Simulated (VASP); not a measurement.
# HfC (P1) in VASP: a series of runs

Runs on HfC. Level: PBE+U. Tasks: single point.

All numbers are computed with VASP 6.6.1; they aren't measurements. Logs are shortened: lines on timing, memory, paths and dates and some standing lists are left out, and cuts for length are marked.

## 1. The structure

The typed cell holds 8 atoms: a = 2.953 Å, b = 5.508 Å, c = 5.210 Å, α = 109.81°, β = 87.82°, γ = 90.09°.

The cell was built by a generator and needn't be a form met in nature.

## 2. Single point, PBE+U

INCAR

```
PREC = Accurate
ENCUT = 520
EDIFF = 1E-6
ISMEAR = 0
SIGMA = 0.1
LREAL = False
LASPH = True
NELM = 150
ALGO = Fast
ISIF = 2
LWAVE = False
LCHARG = False
LMAXMIX = 4
LDAU = True
LDAUTYPE = 2
LDAUL = 2 -1
LDAUU = 1 0
LDAUJ = 0 0
LDAUPRINT = 1
GGA = PE
NBANDS = 38
```

KPOINTS

```
regular mesh
0
Gamma
  5 3 3
```

POSCAR

```
HfC
1.0
   -2.0544530000      0.0363480000      2.1207970000
    2.2740150000     -4.4753550000      2.2676630000
    2.0178080000      4.2918430000      2.1568470000
Hf C
4 4
Direct
    0.9931708487      0.0055265935      0.0116191794
    0.9828259183      0.5001183963      0.4914149024
    0.5205336974      0.9904163050      0.4894224239
    0.5289065003      0.4905123025      0.9817020315
    1.0072095240      0.2327428118      0.7389568199
   -0.0192920021      0.7465744550      0.2493413542
    0.4917093925      0.2734136899      0.2719099163
    0.4698503229      0.7587919104      0.7374929723
```

Potentials or basis: VASP PAW PBE potentials, release 64 (Hf_pv, C).

On the command line:

```console
cat potpaw_PBE.64/Hf_pv/POTCAR potpaw_PBE.64/C/POTCAR > POTCAR
mpirun -np 1 vasp_std > vasp.out
```

OUTCAR:

```text
PREC = Accurate
   ENCUT = 520
   EDIFF = 1E-6
   ISMEAR = 0
   LREAL = False
   LASPH = True
   NELM = 150
   ISIF = 2
   GGA = PE

 ion  position               nearest neighbor table
   1  0.993  0.006  0.012-   8 2.10   7 2.17   6 2.18   5 2.19   7 2.23   8 2.26   3 2.83   2 3.01
                             3 3.01   4 3.06   3 3.06   3 3.08   4 3.11   4 3.15   2 3.16   4 3.20
   2  0.983  0.500  0.491-   7 2.01   7 2.03   8 2.14   6 2.14   8 2.15   5 2.27   4 2.86   4 3.00
                             1 3.01   3 3.03   4 3.04   4 3.09   3 3.12   3 3.13   1 3.16   3 3.22
   3  0.521  0.990  0.489-   6 1.99   8 2.10   5 2.11   5 2.12   6 2.22   7 2.22   1 2.83   1 3.01
                             2 3.03   1 3.06   4 3.06   1 3.08   4 3.10   2 3.12   2 3.13   2 3.22
   4  0.529  0.491  0.982-   5 2.06   6 2.13   5 2.22   7 2.22   6 2.25   8 2.26   2 2.86   2 3.00
                             2 3.04   1 3.06   3 3.06   2 3.09   3 3.10   1 3.11   1 3.15   1 3.20
   5  0.007  0.233  0.739-   4 2.06   3 2.11   3 2.12   1 2.19   4 2.22   2 2.27
   6  0.981  0.747  0.249-   3 1.99   4 2.13   2 2.14   1 2.18   3 2.22   4 2.25
   7  0.492  0.273  0.272-   2 2.01   2 2.03   1 2.17   3 2.22   4 2.22   1 2.23
   8  0.470  0.759  0.737-   1 2.10   3 2.10   2 2.14   2 2.15   1 2.26   4 2.26

  LATTYP: Found a triclinic cell.
 ALAT       =     5.2099380460
 B/A-ratio  =     1.0572830640
 C/A-ratio  =     0.5667906156
 COS(alpha) =     0.0015538150
 COS(beta)  =     0.0380081872
 COS(gamma) =     0.3389743732

  Lattice vectors:

 A1 = (   2.0178080000,   4.2918430000,   2.1568470000)
 A2 = (  -2.2740150000,   4.4753550000,  -2.2676630000)
 A3 = (  -2.0544530000,   0.0363480000,   2.1207970000)

Analysis of symmetry for initial positions (statically):
=====================================================================
 Subroutine PRICEL returns:
 Original cell was already a primitive cell.

 Routine SETGRP: Setting up the symmetry group for a
 triclinic supercell.

 Subroutine GETGRP returns: Found  1 space group operations
 (whereof  1 operations were pure point group operations)
 out of a pool of  2 trial point group operations.

The static configuration has the point symmetry C_1 .

Analysis of symmetry for dynamics (positions and initial velocities):
=====================================================================
 Subroutine PRICEL returns:
 Original cell was already a primitive cell.

 Routine SETGRP: Setting up the symmetry group for a
 triclinic supercell.

 Subroutine GETGRP returns: Found  1 space group operations
 (whereof  1 operations were pure point group operations)
 out of a pool of  2 trial point group operations.

The dynamic configuration has the point symmetry C_1 .

 Subroutine INISYM returns: Found  1 space group operations
 (whereof  1 operations are pure point group operations),
 and found     1 'primitive' translations

----------------------------------------------------------------------------------------

                                     Primitive cell

  volume of cell :      79.6639

  direct lattice vectors                    reciprocal lattice vectors
    -2.054453000  0.036348000  2.120797000    -0.243336266 -0.004129775  0.235867547
     2.274015000 -4.475355000  2.267663000     0.113272557 -0.109340678  0.111603072
     2.017808000  4.291843000  2.156847000     0.120176738  0.119019209  0.114377449

  length of vectors
     2.952943992  5.508379261  5.209938046     0.338914581  0.192980055  0.204181834

  position of ions in fractional coordinates (direct lattice)
     0.993170849  0.005526594  0.011619179
     0.982825918  0.500118396  0.491414902
     0.520533697  0.990416305  0.489422424
     0.528906500  0.490512303  0.981702031
[... 72 lines left out ...]
   ions per type =               4   4
   NGX,Y,Z   is equivalent  to a cutoff of  13.51, 12.68, 12.76 a.u.
   NGXF,Y,Z  is equivalent  to a cutoff of  27.02, 25.35, 25.53 a.u.
 SYSTEM =  unknown system
   PREC   = accura    normal or accurate (medium, high low for compatibility)
   ISTART =      0    job   : 0-new  1-cont  2-samecut
   ICHARG =      2    charge: 1-file 2-atom 10-const
   ISPIN  =      1    spin polarized calculation?
   LNONCOLLINEAR =      F non collinear calculations
   LSORBIT =      F    spin-orbit coupling
   LASPH  =      T    aspherical Exc in radial PAW
   ENCUT  =  520.0 eV  38.22 Ry    6.18 a.u.   5.49 10.24  9.69*2*pi/ulx,y,z
   NELM   =    150;   NELMIN=  2; NELMDL= -5     # of ELM steps
   EDIFF  = 0.1E-05   stopping-criterion for ELM
   LREAL  =      F    real-space projection
   EDIFFG = 0.1E-04   stopping-criterion for IOM
   NSW    =      0    number of steps for IOM
   IBRION =     -1    ionic relax: 0-MD 1-quasi-New 2-CG
   NFREE  =      0    steps in history (QN), initial steepest desc. (CG)
   ISIF   =      2    stress and relaxation
   ISYM   =      2    0-nonsym 1-usesym 2-fastsym
   POTIM  = 0.5000    time-step for ionic-motion
   TEBEG  =    0.0;   TEEND  =   0.0 temperature during run
   PSTRESS=    0.0 pullay stress
   NELECT =      56.0000    total number of electrons
   NUPDOWN=      -1.0000    fix difference up-down
   EMIN   =  10.00;   EMAX   =-10.00  energy-range for DOS
   EFERMI =   0.00;   METHOD = LEGACY
   ISMEAR =     0;   SIGMA  =   0.10  broadening in eV -4-tet -1-fermi 0-gaus
   EFERMI_NEDOS =   21; number of points for ismear=-14 and -15
   IALGO  =     68    algorithm
   IMIX   =      4    mixing-type and parameters
     AMIX     =   0.40;   BMIX     =  1.00
     AMIX_MAG =   1.60;   BMIX_MAG =  1.00
  volume/ion in A,a.u.               =       9.96        67.20
  Fermi-wavevector in a.u.,A,eV,Ry     =   1.455628  2.750738 28.828739  2.118853
  Thomas-Fermi vector in A             =   2.572640
   LORBIT       =      0    0 simple, 1 ext, 2 COOP (PROOUT), +10 PAW based schemes
 LDA+U is selected, type is set to LDAUTYPE =  2
   angular momentum for each species LDAUL =     2   -1
   U (eV)           for each species LDAUU =   1.0  0.0
   J (eV)           for each species LDAUJ =   0.0  0.0
   GGA     = PE    functional components
   LHFCALC =     F    Hartree Fock is set to
   AEXX    =    0.0000 exact exchange contribution
   IVDW    =     0    specifies the selected vdW correction
   LEPSILON=     F    determine dielectric tensor
   LRPA    =     F    only Hartree local field effects (RPA)
 non-spin polarized calculation
 RMM-DIIS sequential band-by-band and
 Gauss-broadening in eV      SIGMA  =   0.10
  energy-cutoff  :      520.00
  volume of cell :       79.66
 maximum number of plane-waves:      2167
 NGX is ok and might be reduce to    24
   NGX = 11   NGY = 21   NGZ = 19

atom =   1  type =  1  l = 2

 onsite density matrix

spin component  1
[... 116 lines left out ...]
  o =  0.1479  v =  0.0379 -0.9978 -0.0189  0.0396 -0.0322  0.0000  0.0000  0.0000  0.0000  0.0000      0.0000  0.0000  0.0000  0.0000  0.0000  0.0000  0.0000  0.0000  0.0000  0.0000
  o =  0.1479  v =  0.0000  0.0000  0.0000  0.0000  0.0000  0.0379 -0.9978 -0.0189  0.0396 -0.0322      0.0000  0.0000  0.0000  0.0000  0.0000  0.0000  0.0000  0.0000  0.0000  0.0000
  o =  0.1624  v =  0.9940  0.0390  0.0121  0.0841  0.0563  0.0000  0.0000  0.0000  0.0000  0.0000      0.0000  0.0000  0.0000  0.0000  0.0000  0.0000  0.0000  0.0000  0.0000  0.0000
  o =  0.1624  v =  0.0000  0.0000  0.0000  0.0000  0.0000  0.9940  0.0390  0.0121  0.0841  0.0563      0.0000  0.0000  0.0000  0.0000  0.0000  0.0000  0.0000  0.0000  0.0000  0.0000
  o =  0.1716  v = -0.0855  0.0365 -0.0146  0.9956  0.0011  0.0000  0.0000  0.0000  0.0000  0.0000      0.0000  0.0000  0.0000  0.0000  0.0000  0.0000  0.0000  0.0000  0.0000  0.0000
  o =  0.1716  v =  0.0000  0.0000  0.0000  0.0000  0.0000 -0.0855  0.0365 -0.0146  0.9956  0.0011      0.0000  0.0000  0.0000  0.0000  0.0000  0.0000  0.0000  0.0000  0.0000  0.0000
  o =  0.2722  v =  0.0000  0.0000  0.0000  0.0000  0.0000  0.0498  0.0384 -0.6516 -0.0059 -0.7559      0.0000  0.0000  0.0000  0.0000  0.0000  0.0000  0.0000  0.0000  0.0000  0.0000
  o =  0.2722  v =  0.0498  0.0384 -0.6516 -0.0059 -0.7559  0.0000  0.0000  0.0000  0.0000  0.0000      0.0000  0.0000  0.0000  0.0000  0.0000  0.0000  0.0000  0.0000  0.0000  0.0000
  o =  0.3053  v =  0.0000  0.0000  0.0000  0.0000  0.0000 -0.0262 -0.0082 -0.7581 -0.0138  0.6515      0.0000  0.0000  0.0000  0.0000  0.0000  0.0000  0.0000  0.0000  0.0000  0.0000
  o =  0.3053  v = -0.0262 -0.0082 -0.7581 -0.0138  0.6515  0.0000  0.0000  0.0000  0.0000  0.0000      0.0000  0.0000  0.0000  0.0000  0.0000  0.0000  0.0000  0.0000  0.0000  0.0000

 number of electron      56.0000001 magnetization

 Free energy of the ion-electron system (eV)
  ---------------------------------------------------
  ext. energy  EPLUGINS =         0.00000000
  ---------------------------------------------------
  free energy    TOTEN  =       -74.60606538 eV

  energy without entropy =      -74.60265851  energy(sigma->0) =      -74.60436194

 E-fermi :   8.1643     XC(G=0): -13.4730

 val. band max:        8.1149996262   @ k =   0.0000   0.0000   0.0000
 cond. band min:       8.2428971883   @ k =   0.4000   0.3333   0.3333
 fundamental gap:      0.1278975621
 Fermi energy:         8.1642641066

 k-point     1 :       0.0000    0.0000    0.0000
  band No.  band energies     occupation
      1     -22.2544      2.00000
      2     -22.1465      2.00000
      3     -22.0231      2.00000
      4     -21.1931      2.00000
      5     -21.0406      2.00000
      6     -20.9308      2.00000
[... 932 lines left out ...]
     37      15.1512      0.00000
     38      15.6882      0.00000

------------------------ aborting loop because EDIFF is reached ----------------------------------------

  FORCE on cell =-STRESS in cart. coord.  units (eV):
  Direction    XX          YY          ZZ          XY          YZ          ZX
  --------------------------------------------------------------------------------------
  -------------------------------------------------------------------------------------
  Total       61.3750423     38.9882802     44.7016552      5.9575736      2.6575199     -4.8872887
  in kB     1234.3575180    784.1212816    899.0270655    119.8170378     53.4472899    -98.2917698
  external PRESSURE =     972.5019550 kB  Pullay stress =       0.0000000 kB

 VOLUME and BASIS-vectors are now :
 -----------------------------------------------------------------------------
  energy-cutoff  :      520.00
  volume of cell :       79.66
      direct lattice vectors                 reciprocal lattice vectors
    -2.054453000  0.036348000  2.120797000    -0.243336266 -0.004129775  0.235867547
     2.274015000 -4.475355000  2.267663000     0.113272557 -0.109340678  0.111603072
     2.017808000  4.291843000  2.156847000     0.120176738  0.119019209  0.114377449

 POSITION                                       TOTAL-FORCE (eV/Angst)
 -----------------------------------------------------------------------------------
     -2.00441      0.06123      2.14391        -1.148475     -1.427320     -1.079660
      0.10969     -0.09341      4.27838         1.196102      0.319630      2.039144
      2.17037     -2.31302      4.40549         3.183098      0.082650     -0.359848
      2.00971      2.03732      4.35140         2.968274      0.100860     -0.770746
      2.00552      2.13014      2.13689         0.604240     -0.311471      1.084917
      0.18603     -2.23541      4.31065        -3.091324     -0.635582      0.385924
      0.16021     -0.03876      2.24929        -3.174837     -0.180302     -2.758447
      2.24834     -0.21358      4.30780        -0.537079      2.051535      1.458716
 -----------------------------------------------------------------------------------
    total drift:                                0.000030     -0.000036      0.000089

  FREE ENERGIE OF THE ION-ELECTRON SYSTEM (eV)
  ---------------------------------------------------
  free  energy   TOTEN  =       -74.6060653758 eV

  energy  without entropy=      -74.6026585063  energy(sigma->0) =      -74.60436194
```

It took 43 s on 1 thread of Intel Xeon 6975P-C (Granite Rapids), shared host; peak memory 0.21 GiB.

What came out:

```
Free energy            : -74.6061 eV
Pressure               : 97.3 GPa
Largest force          : 4.210 eV/Å
Band gap on the k mesh : none (metal or under the smearing width)
```

Forces on the atoms (eV/Å):
```
Hf  -1.148 -1.427 -1.080
Hf   1.196  0.320  2.039
Hf   3.183  0.083 -0.360
Hf   2.968  0.101 -0.771
C    0.604 -0.311  1.085
C   -3.091 -0.636  0.386
C   -3.175 -0.180 -2.758
C   -0.537  2.052  1.459
```

Eigenvalues of the final occupation matrices:
| site | spin | trace | eigenvalues |
| --- | --- | --- | --- |
| site 1 d | 1 | 1.06 | 0.15 0.17 0.17 0.27 0.31 |
| site 1 d | 2 | 1.06 | 0.15 0.17 0.17 0.27 0.31 |
| site 2 d | 1 | 1.14 | 0.15 0.17 0.18 0.30 0.35 |
| site 2 d | 2 | 1.14 | 0.15 0.17 0.18 0.30 0.35 |
| site 3 d | 1 | 1.14 | 0.15 0.17 0.18 0.29 0.34 |
| site 3 d | 2 | 1.14 | 0.15 0.17 0.18 0.29 0.34 |
| site 4 d | 1 | 1.06 | 0.15 0.16 0.17 0.27 0.31 |
| site 4 d | 2 | 1.06 | 0.15 0.16 0.17 0.27 0.31 |

Caveat: the k mesh is coarse (spacing up to 0.43 Å⁻¹), so the values aren't converged; a pressure of tens of GPa on the cell as given is suspect, and the run, the potentials or the cell itself is likely at fault; U without spin polarisation on a metal has little footing; the U is typed as a test and isn't derived for this compound; forces of over 1 eV/Å show positions far from the minimum, so gaps and moduli don't describe the material at rest. Spin-orbit coupling is left out, which matters for the levels of Hf.

## 3. Single point, PBE+U

INCAR

```
SYSTEM = HfC
PREC = Accurate
ENCUT = 520
EDIFF = 1E-6
ISMEAR = 0
SIGMA = 0.1
LREAL = .False.
LASPH = .True.
NELM = 150
ALGO = Normal
ISIF = 2
LWAVE = .False.
LCHARG = .True.
LMAXMIX = 4
LDAU = .True.
LDAUTYPE = 2
LDAUL = 2 -1
LDAUU = 1 0
LDAUJ = 0 0
LDAUPRINT = 1
GGA = PE
LELF = .True.
LVHAR = .True.
NBANDS = 38
```

KPOINTS

```
regular mesh
0
Gamma
  5 3 3
  0 0 0
```

POSCAR

```
HfC
1.0
   -2.0544530000      0.0363480000      2.1207970000
    2.2740150000     -4.4753550000      2.2676630000
    2.0178080000      4.2918430000      2.1568470000
Hf C
4 4
Direct
    0.9964921304      0.0010915190     -0.0004519180
    0.9821842230      0.5019073810      0.4950081527
    0.5291141039      1.0040647997      0.5069524170
    0.5089669430      0.4822141675      0.9758254566
    1.0371864749      0.2282155449      0.7292687374
    0.0404206094      0.7220552615      0.2199335848
    0.4895160591      0.2523404077      0.2411621244
    0.5113365337      0.7687241526      0.7601469624
```

Potentials or basis: VASP PAW PBE potentials, release 64 (Hf_pv, C).

On the command line:

```console
cat potpaw_PBE.64/Hf_pv/POTCAR potpaw_PBE.64/C/POTCAR > POTCAR
mpirun -np 1 vasp_std > vasp.out
```

It took 52 s on 1 thread of Intel Xeon 6975P-C (Granite Rapids), shared host; peak memory 0.21 GiB.

The run converged. Its results:

```yaml
Free_energy: -74.4816 eV
Pressure: 97.8 GPa
Largest_force: 5.437 eV/Å
Band_gap_on_the_k_mesh: none (metal or under the smearing width)
```

Forces on the atoms (eV/Å):
```
Hf  -0.601  1.364  0.624
Hf  -1.569 -0.873  0.804
Hf  -3.910 -0.884 -3.673
Hf   0.908  0.285  2.455
C    2.988 -0.806  0.316
C    3.702 -0.150  0.895
C    0.045  0.675  0.897
C   -1.562  0.389 -2.318
```

Stress tensor (GPa, compression positive):
```
124.91  11.99 -10.26
 11.99  76.96   5.92
-10.26   5.92  91.64
```

Levels at points of the mesh, in eV from the Fermi level:
| k point | band 24 | band 25 | band 26 | band 27 | band 28 | band 29 | band 30 | band 31 | band 32 | band 33 |
| --- | --- | --- | --- | --- | --- | --- | --- | --- | --- | --- |
| (0.00, 0.00, 0.00) | -2.81 | -0.42 | 0.16 | 0.47 | 0.57 | 0.95 | 1.27 | 1.58 | 2.16 | 3.67 |

Eigenvalues of the final occupation matrices:
| site | spin | trace | eigenvalues |
| --- | --- | --- | --- |
| site 1 d | 1 | 1.12 | 0.15 0.17 0.18 0.29 0.34 |
| site 1 d | 2 | 1.12 | 0.15 0.17 0.18 0.29 0.34 |
| site 2 d | 1 | 1.06 | 0.15 0.17 0.17 0.27 0.31 |
| site 2 d | 2 | 1.06 | 0.15 0.17 0.17 0.27 0.31 |
| site 3 d | 1 | 1.11 | 0.15 0.17 0.18 0.29 0.33 |
| site 3 d | 2 | 1.11 | 0.15 0.17 0.18 0.29 0.33 |
| site 4 d | 1 | 1.12 | 0.15 0.17 0.18 0.29 0.33 |
| site 4 d | 2 | 1.12 | 0.15 0.17 0.18 0.29 0.33 |

Caveat: the k mesh is coarse (spacing up to 0.43 Å⁻¹), so the values aren't converged; a pressure of tens of GPa on the cell as given is suspect, and the run, the potentials or the cell itself is likely at fault; U without spin polarisation on a metal has little footing; the U is typed as a test and isn't derived for this compound; forces of over 1 eV/Å show positions far from the minimum, so gaps and moduli don't describe the material at rest. Spin-orbit coupling is left out, which matters for the levels of Hf.

## 4. Single point, PBE+U

INCAR

```
SYSTEM = HfC
PREC     = Accurate       ! precision mode
ENCUT    = 520            ! plane-wave cutoff, eV
EDIFF    = 1E-7           ! SCF threshold, eV
ISMEAR   = 0              ! smearing method
SIGMA    = 0.1            ! smearing width, eV
LREAL    = .False.        ! projectors in reciprocal space
LASPH    = .True.         ! aspherical terms in the spheres
NELM     = 150            ! most SCF steps
ALGO     = Normal         ! electronic algorithm
ISIF     = 2              ! what is computed and relaxed
LWAVE    = .False.        ! write WAVECAR
LCHARG   = .False.        ! write CHGCAR
LMAXMIX  = 4              ! l up to which the mixer works
LDAU     = .True.         ! DFT+U
LDAUTYPE = 2            
LDAUL    = 2 -1           ! shell
LDAUU    = 1 0            ! U, eV
LDAUJ    = 0 0          
LDAUPRINT= 1            
GGA      = PE             ! functional
NBANDS   = 38             ! bands
```

KPOINTS is that of step 3.

POSCAR

```
HfC
1.0
   -2.0544530000      0.0363480000      2.1207970000
    2.2740150000     -4.4753550000      2.2676630000
    2.0178080000      4.2918430000      2.1568470000
Hf C
4 4
Direct
    1.0020520080     -0.0044690439     -0.0106663138
    0.9867583135      0.5037817188      0.4966906625
    0.5364174893      1.0107937084      0.5151176253
    0.4922984804      0.4784041690      0.9751695075
    0.9984831469      0.2695222374      0.7509421540
    0.0292584654      0.7541894386      0.2448176665
    0.5106131243      0.2286866371      0.2248805744
    0.5286793865      0.7303415404      0.7450680806
```

On the command line:

```console
cat potpaw_PBE.64/Hf_pv/POTCAR potpaw_PBE.64/C/POTCAR > POTCAR
mpirun -np 1 vasp_std > vasp.out
```

It took 42 s on 1 thread of Intel Xeon 6975P-C (Granite Rapids), shared host; peak memory 0.21 GiB.

It converged, with:

* Free energy: -74.0980 eV
* Pressure: 99.9 GPa
* Largest force: 6.948 eV/Å
* Band gap on the k mesh: none (metal or under the smearing width)

Forces on the atoms (eV/Å):
```
Hf  -1.014  2.165  0.835
Hf  -4.514 -1.687 -0.344
Hf  -2.241 -1.367 -4.573
Hf   4.631  0.932  5.095
C   -3.336  1.073 -1.525
C    0.745  0.480 -0.454
C    2.691  0.260  1.504
C    3.038 -1.857 -0.539
```

Stress tensor (GPa, compression positive):
```
128.00  12.53  -9.47
 12.53  77.18   5.65
 -9.47   5.65  94.44
```

Levels at points of the mesh, in eV from the Fermi level:
```csv
k point,band 25,band 26,band 27,band 28,band 29,band 30,band 31,band 32
"(0.00, 0.00, 0.00)",-0.69,0.16,0.49,0.84,0.98,1.16,1.62,2.06
```

Eigenvalues of the final occupation matrices:
| site | spin | trace | eigenvalues |
| --- | --- | --- | --- |
| site 1 d | 1 | 1.11 | 0.15 0.17 0.18 0.29 0.33 |
| site 1 d | 2 | 1.11 | 0.15 0.17 0.18 0.29 0.33 |
| site 2 d | 1 | 1.10 | 0.15 0.17 0.17 0.28 0.33 |
| site 2 d | 2 | 1.10 | 0.15 0.17 0.17 0.28 0.33 |
| site 3 d | 1 | 1.07 | 0.15 0.16 0.17 0.27 0.30 |
| site 3 d | 2 | 1.07 | 0.15 0.16 0.17 0.27 0.30 |
| site 4 d | 1 | 1.16 | 0.15 0.17 0.18 0.30 0.34 |
| site 4 d | 2 | 1.16 | 0.15 0.17 0.18 0.30 0.34 |

Caveat: the k mesh is coarse (spacing up to 0.43 Å⁻¹), so the values aren't converged; a pressure of tens of GPa on the cell as given is suspect, and the run, the potentials or the cell itself is likely at fault; U without spin polarisation on a metal has little footing; the U is typed as a test and isn't derived for this compound; forces of over 1 eV/Å show positions far from the minimum, so gaps and moduli don't describe the material at rest.
